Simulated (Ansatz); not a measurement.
# Al: a line through an energy map

Aim: follow the energy of Al (P6_3/mmc, No. 194; 4 atoms in the cell) along one coordinate, volume per atom, with the other held at c/a of the conventional cell = 3.445.

Program: Ansatz 0.2.0. Level of theory: DFT PBE+D3(BJ), scalar-relativistic, plane waves, PAW. These are calculated values, not measurements.

72 further runs of the same task are left out: 72 set aside as unsound or not needed.

**1. Starting point**

Symmetry: P6_3/mmc, No. 194, hexagonal system. Conventional cell: a = 2.815 Å, b = 2.815 Å, c = 9.242 Å, α = 90.00°, β = 90.00°, γ = 120.00°. Around Al (site symmetry -3m) lie 12 Al at 2.81 to 2.82 Å. Around Al (site symmetry -6m2) lie 12 Al at 2.81 to 2.82 Å.

Structure file:

```
CELL_PARAMETERS angstrom
2.81478 0.00000 0.00000
-1.40739 2.43767 0.00000
0.00000 0.00000 9.24180
ATOMIC_POSITIONS crystal
Al 0.00000 0.00000 0.00000
Al 0.33333 0.66667 0.25000
Al 0.00000 0.00000 0.50000
Al 0.66667 0.33333 0.75000
```

It goes back to an entry of the Materials Project, which need not be the stable form.

This cell was relaxed beforehand with the same method: volume 15.85 Å³/atom, gap on the mesh none (metal).

**2. The scan**

The energy is mapped over volume and the cell's shape.

- volume per atom: 11 values from 14.585 to 17.121 Å³
- c/a of the conventional cell: 11 values from 3.030 to 3.557

Nothing else is relaxed (symmetry fixes all fractional coordinates). Energies count from the relaxed crystal. Points are written as (first, second).

**3. Grid point (14.585 Å³, 3.445)**

Contents of input.yaml:

```yaml
crystal:
  lattice:
    - [2.6940851632, 0.0, 0.0]
    - [-1.3470425816, 2.3331461913, 0.0]
    - [0.0, 0.0, 9.2813927959]
  atoms:
    - { symbol: Al, position: [0.0, 0.0, 0.0] }
    - { symbol: Al, position: [0.3333333333, 0.6666666667, 0.25] }
    - { symbol: Al, position: [0.0, 0.0, 0.5] }
    - { symbol: Al, position: [0.6666666667, 0.3333333333, 0.75] }
basis:
  ecutwfc: 420
kpoints:
  mp_grid: { grid: [18, 18, 6] }
hamiltonian:
  xc: pbe
  dispersion: d3bj
scf:
  occupations: { method: gaussian, width: 0.15 }
output:
  forces: true
  stress: true
  eigenvalues: true
```

Command:

```
ansatz run input.yaml --threads 2 --pin off --max-ram 4096MiB --backend cpu --events-out ev --progress --plain --runs-dir out
```

Further runs follow: the other points of the line.

What does the calculation give? Wanted: for each run, volume per atom; energy; slope; pressure.

The runs gave:

```
volume per atom (Å³)  step  energy (meV/atom)  slope (meV/atom per Å³)  pressure (GPa)
              14.585     3               42.0                      −56             9.0
              14.839     4               29.4                      −43             7.0
              15.092     5               19.9                      −32             5.1
              15.346     –               13.3                      −21             3.4
              15.599     6                9.2                      −11             1.8
              15.853     7                7.6                       −2             0.3
              16.107     8                8.1                        6            −1.0
              16.360     9               10.7                       14            −2.2
              16.614    10               15.1                       21            −3.3
              16.868     –               21.1                       27            −4.3
              17.121    11               28.7                       33            −5.3
```

Energies count from the relaxed crystal. Rows without a step come from runs not printed here or follow by symmetry. Slopes come from the forces (and the stress, where the cell changes), not from differences of energies.

The lowest point of the line is at 15.853 Å³, 7.6 meV/atom from the zero. A fit to energies and slopes at the lowest point and its two neighbours puts the minimum at 15.9127 Å³, with a curvature of about 33 meV/atom per (Å³)². V·d²E/dV² there is about 85 GPa, a bulk modulus under this line's constraint. The highest point computed, at 14.585 Å³, lies 34.5 meV/atom above the lowest. This is one cut through a surface in two coordinates; the map's lowest point lies off it.
